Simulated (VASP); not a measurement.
# Pt (Fm-3m) in VASP: single point with PBEsol

Aim: the single point of Pt with PBEsol.

All numbers are computed with VASP 6.6.1; they aren't measurements. Logs are shortened: lines on timing, memory, paths and dates and some standing lists are left out, and cuts for length are marked.

### Step 1. The structure

It takes space group Fm-3m (No. 225, cubic). Conventional cell: a = 3.916 Å, b = 3.916 Å, c = 3.916 Å, α = 90.00°, β = 90.00°, γ = 90.00°. Pt (site symmetry m-3m) is surrounded by 12 Pt at 2.77 Å.

### Step 2. Single point, PBEsol

Input file INCAR:

```
  PREC = Accurate
  ENCUT = 520
  EDIFF = 1E-7
  ISMEAR = 1
  SIGMA = 0.1
  LREAL = False
  LASPH = True
  NELM = 80
  ALGO = Normal
  ISIF = 2
  LWAVE = False
  LCHARG = False
  GGA = PS
  NBANDS = 11
  ICORELEVEL = 1
```

Input file KPOINTS:

```
regular mesh
0
Gamma
  14 14 27
```

Input file POSCAR:

```
Pt
1.0
    2.7689424700      0.0000000000      0.0000000000
    0.0000000000      2.7689424700      0.0000000000
    1.3844712400      1.3844712400      1.9579380000
Pt
1
Direct
    0.0000000000      0.0000000000      0.0000000000
```

Potentials or basis: VASP PAW PBE potentials, release 64 (Pt).

Run with:

```console
$ cat potpaw_PBE.64/Pt/POTCAR > POTCAR
$ mpirun -np 1 vasp_std > vasp.out
```

OUTCAR:

```text
PREC = Accurate
   ENCUT = 520
   EDIFF = 1E-7
   ISMEAR = 1
   LREAL = False
   LASPH = True
   NELM = 80
   ISIF = 2
   GGA = PS

 ion  position               nearest neighbor table
   1  0.000  0.000  0.000-

  LATTYP: Found a face centered cubic cell.
 ALAT       =     3.9158760043

  Lattice vectors:

 A1 = (   1.3844712400,   1.3844712400,   1.9579380000)
 A2 = (   1.3844712400,  -1.3844712300,   1.9579380000)
 A3 = (   2.7689424700,   0.0000000000,   0.0000000000)

Analysis of symmetry for initial positions (statically):
=====================================================================
 Subroutine PRICEL returns:
 Original cell was already a primitive cell.

 Routine SETGRP: Setting up the symmetry group for a
 face centered cubic supercell.

 Subroutine GETGRP returns: Found 48 space group operations
 (whereof 48 operations were pure point group operations)
 out of a pool of 48 trial point group operations.

The static configuration has the point symmetry O_h .

Analysis of symmetry for dynamics (positions and initial velocities):
=====================================================================
 Subroutine PRICEL returns:
 Original cell was already a primitive cell.

 Routine SETGRP: Setting up the symmetry group for a
 face centered cubic supercell.

 Subroutine GETGRP returns: Found 48 space group operations
 (whereof 48 operations were pure point group operations)
 out of a pool of 48 trial point group operations.

The dynamic configuration has the point symmetry O_h .

 Subroutine INISYM returns: Found 48 space group operations
 (whereof 48 operations are pure point group operations),
 and found     1 'primitive' translations

----------------------------------------------------------------------------------------

                                     Primitive cell

  volume of cell :      15.0116

  direct lattice vectors                    reciprocal lattice vectors
     2.768942470  0.000000000  0.000000000     0.361148710  0.000000000 -0.255370702
     0.000000000  2.768942470  0.000000000     0.000000000  0.361148710 -0.255370702
     1.384471240  1.384471240  1.957938000     0.000000000  0.000000000  0.510741402

  length of vectors
     2.768942470  2.768942470  2.768942477     0.442315030  0.442315030  0.510741402

  position of ions in fractional coordinates (direct lattice)
     0.000000000  0.000000000  0.000000000

  ion indices of the primitive-cell ions
   primitive index   ion index
                 1           1

----------------------------------------------------------------------------------------

 KPOINTS: regular mesh

Automatic generation of k-mesh.
 Grid dimensions read from file:
 generate k-points for:   14   14   27

 Generating k-lattice:

  Cartesian coordinates                     Fractional coordinates (reciprocal lattice)
     0.025796336  0.000000000 -0.018240764     0.071428571  0.000000000  0.000000000
     0.000000000  0.025796336 -0.018240764     0.000000000  0.071428571  0.000000000
     0.000000000  0.000000000  0.018916348     0.000000000  0.000000000  0.037037037

  Length of vectors
     0.031593931  0.031593931  0.018916348

  Shift w.r.t. Gamma in fractional coordinates (k-lattice)
     0.000000000  0.000000000  0.000000000

 -----------------------------------------------------------------------------
|                                                                             |
|           W    W    AA    RRRRR   N    N  II  N    N   GGGG   !!!           |
|           W    W   A  A   R    R  NN   N  II  NN   N  G    G  !!!           |
|           W    W  A    A  R    R  N N  N  II  N N  N  G       !!!           |
|           W WW W  AAAAAA  RRRRR   N  N N  II  N  N N  G  GGG   !            |
|           WW  WW  A    A  R   R   N   NN  II  N   NN  G    G                |
|           W    W  A    A  R    R  N    N  II  N    N   GGGG   !!!           |
|                                                                             |
|     Your reciprocal lattice and k-lattice belong to different lattice       |
|     classes:                                                                |
|                                                                             |
|        The reciprocal lattice is body-centered cubic,                       |
|        whereas your k-lattice is base-centered monoclinic.                  |
|                                                                             |
|     Results are often still useful ...                                      |
|                                                                             |
 -----------------------------------------------------------------------------

 WARNING: IBZKPT: internal override: KBLOWUP is changed to .FALSE.
      ... skipping the blow-up phase ...

 Subroutine IBZKPT returns following result:
 ===========================================

 Found   1422 irreducible k-points:

 Following reciprocal coordinates:
            Coordinates               Weight
  0.000000  0.000000  0.000000      1.000000
  0.071429  0.000000 -0.000000      4.000000
  0.142857  0.000000 -0.000000      4.000000
  0.214286  0.000000  0.000000      4.000000
  0.285714  0.000000 -0.000000      4.000000
  0.357143  0.000000  0.000000      4.000000
[... 16 lines left out ...]
  0.214286  0.142857  0.000000      4.000000
  0.285714  0.142857 -0.000000      4.000000
 [... further k-points ...]
   k-points           NKPTS =   1422   k-points in BZ     NKDIM =   1422   number of bands    NBANDS=     11
   number of dos      NEDOS =    301   number of ions     NIONS =      1
   total plane-waves  NPLWV =  13824
   dimension x,y,z NGX =    24 NGY =   24 NGZ =   24
   dimension x,y,z NGXF=    48 NGYF=   48 NGZF=   48
   ions per type =               1
   NGX,Y,Z   is equivalent  to a cutoff of  14.41, 14.41, 14.41 a.u.
   NGXF,Y,Z  is equivalent  to a cutoff of  28.82, 28.82, 28.82 a.u.
 SYSTEM =  unknown system
   PREC   = accura    normal or accurate (medium, high low for compatibility)
   ISTART =      0    job   : 0-new  1-cont  2-samecut
   ICHARG =      2    charge: 1-file 2-atom 10-const
   ISPIN  =      1    spin polarized calculation?
   LNONCOLLINEAR =      F non collinear calculations
   LSORBIT =      F    spin-orbit coupling
   LASPH  =      T    aspherical Exc in radial PAW
   ENCUT  =  520.0 eV  38.22 Ry    6.18 a.u.   5.15  5.15  5.15*2*pi/ulx,y,z
   NELM   =     80;   NELMIN=  2; NELMDL= -5     # of ELM steps
   EDIFF  = 0.1E-06   stopping-criterion for ELM
   LREAL  =      F    real-space projection
   EDIFFG = 0.1E-05   stopping-criterion for IOM
   NSW    =      0    number of steps for IOM
   IBRION =     -1    ionic relax: 0-MD 1-quasi-New 2-CG
   NFREE  =      0    steps in history (QN), initial steepest desc. (CG)
   ISIF   =      2    stress and relaxation
   ISYM   =      2    0-nonsym 1-usesym 2-fastsym
   POTIM  = 0.5000    time-step for ionic-motion
   TEBEG  =    0.0;   TEEND  =   0.0 temperature during run
   PSTRESS=    0.0 pullay stress
   NELECT =      10.0000    total number of electrons
   NUPDOWN=      -1.0000    fix difference up-down
   EMIN   =  10.00;   EMAX   =-10.00  energy-range for DOS
   EFERMI =   0.00;   METHOD = LEGACY
   ISMEAR =     1;   SIGMA  =   0.10  broadening in eV -4-tet -1-fermi 0-gaus
   EFERMI_NEDOS =   21; number of points for ismear=-14 and -15
   IALGO  =     38    algorithm
   IMIX   =      4    mixing-type and parameters
     AMIX     =   0.40;   BMIX     =  1.00
     AMIX_MAG =   1.60;   BMIX_MAG =  1.00
  volume/ion in A,a.u.               =      15.01       101.30
  Fermi-wavevector in a.u.,A,eV,Ry     =   1.429769  2.701872 27.813568  2.044240
  Thomas-Fermi vector in A             =   2.549687
   LORBIT       =      0    0 simple, 1 ext, 2 COOP (PROOUT), +10 PAW based schemes
   GGA     = PS    functional components
   LHFCALC =     F    Hartree Fock is set to
   AEXX    =    0.0000 exact exchange contribution
   IVDW    =     0    specifies the selected vdW correction
   LEPSILON=     F    determine dielectric tensor
   LRPA    =     F    only Hartree local field effects (RPA)
 non-spin polarized calculation
 Methfessel and Paxton  Order N= 1 SIGMA  =   0.10
  energy-cutoff  :      520.00
  volume of cell :       15.01
 maximum number of plane-waves:       419
 NGX is ok and might be reduce to    24
   NGX = 11   NGY = 11   NGZ = 11

 number of electron      10.0000000 magnetization

 number of electron       9.9999999 magnetization

 Free energy of the ion-electron system (eV)
  ---------------------------------------------------
  ext. energy  EPLUGINS =         0.00000000
  ---------------------------------------------------
  free energy    TOTEN  =        -6.96665719 eV

  energy without entropy =       -6.96670787  energy(sigma->0) =       -6.96667408

 the core state eigenenergies are
   1-  1s -78387.2419  2s -13756.8941  2p -11917.1634  3s  -3220.7513  3p  -2685.2518
       3d  -2105.6249  4s   -681.0551  4p   -505.4986  4d   -292.5725  4f    -55.9817
       5s    -87.4483  5p    -41.5493

 E-fermi :  11.1732     XC(G=0): -13.6555

 val. band max:       11.1703764659   @ k =  -0.0714   0.5000   0.0370
 cond. band min:      11.1750295331   @ k =   0.4286   0.1429   0.4444
 fundamental gap:      0.0046530672
 Fermi energy:        11.1731822574

 k-point     1 :       0.0000    0.0000    0.0000
  band No.  band energies     occupation
      1       0.8370      2.00000
      2       7.3500      2.00000
      3       7.3500      2.00000
      4       7.3500      2.00000
      5       9.5468      2.00000
      6       9.5468      2.00000
      7      25.7957      0.00000
      8      30.7812      0.00000
      9      30.7812      0.00000
     10      30.7812      0.00000
     11      36.0968      0.00000

 k-point     2 :       0.0714    0.0000   -0.0000
  band No.  band energies     occupation
      1       1.0429      2.00000
      2       7.2579      2.00000
      3       7.4316      2.00000
      4       7.4316      2.00000
      5       9.5014      2.00000
      6       9.5014      2.00000
      7      26.1165      0.00000
      8      29.7430      0.00000
      9      31.0990      0.00000
     10      31.0990      0.00000
     11      37.2174      0.00000
[... 295 lines left out ...]
 k-point    24 :       0.2857    0.1429   -0.0000
  band No.  band energies     occupation
      1       4.2825      2.00000
      2       6.9582      2.00000
      3       7.3316      2.00000
      4       8.0144      2.00000
      5       9.6123      2.00000
      6      11.8639     -0.00000
      7      21.7992      0.00000
      8      26.8685      0.00000
      9      28.7599      0.00000
     10      33.7411      0.00000
     11      33.9136      0.00000

 [... further k-points ...]

------------------------ aborting loop because EDIFF is reached ----------------------------------------

  FORCE on cell =-STRESS in cart. coord.  units (eV):
  Direction    XX          YY          ZZ          XY          YZ          ZX
  --------------------------------------------------------------------------------------
  -------------------------------------------------------------------------------------
  Total       -0.0096010     -0.0096010     -0.0096010     -0.0000000     -0.0000000     -0.0000000
  in kB       -1.0247090     -1.0247090     -1.0247090     -0.0000000     -0.0000000     -0.0000000
  external PRESSURE =      -1.0247090 kB  Pullay stress =       0.0000000 kB

 VOLUME and BASIS-vectors are now :
 -----------------------------------------------------------------------------
  energy-cutoff  :      520.00
  volume of cell :       15.01
      direct lattice vectors                 reciprocal lattice vectors
     2.768942470  0.000000000  0.000000000     0.361148710  0.000000000 -0.255370702
     0.000000000  2.768942470  0.000000000     0.000000000  0.361148710 -0.255370702
     1.384471240  1.384471240  1.957938000     0.000000000  0.000000000  0.510741402

 POSITION                                       TOTAL-FORCE (eV/Angst)
 -----------------------------------------------------------------------------------
      0.00000      0.00000      0.00000        -0.000000      0.000000      0.000000
 -----------------------------------------------------------------------------------
    total drift:                                0.000000     -0.000000     -0.000000

  FREE ENERGIE OF THE ION-ELECTRON SYSTEM (eV)
  ---------------------------------------------------
  free  energy   TOTEN  =        -6.9666571883 eV

  energy  without entropy=       -6.9667078671  energy(sigma->0) =       -6.96667408
```

It took 87 s on 1 thread of Intel Xeon Platinum 8488C (Sapphire Rapids), shared host; peak memory 0.35 GiB.

What came out:

| Quantity | Value |
| --- | --- |
| Free energy | -6.9667 eV |
| Pressure | -0.1 GPa |
| Band gap on the k mesh | none (metal or under the smearing width) |

Core levels (eV, on the scale of the bands):
```csv
atom,levels
1 Pt,"1s -78387.2, 2s -13756.9, 2p -11917.2, 3s -3220.8, 3p -2685.3, 3d -2105.6, 4s -681.1, 4p -505.5, 4d -292.6, 4f -56.0, 5s -87.4, 5p -41.5"
```

Caveat: the PAW data sets were made with another functional, which shifts forces and pressure a little. The run has no spin-orbit coupling, so splittings on Pt are missing.
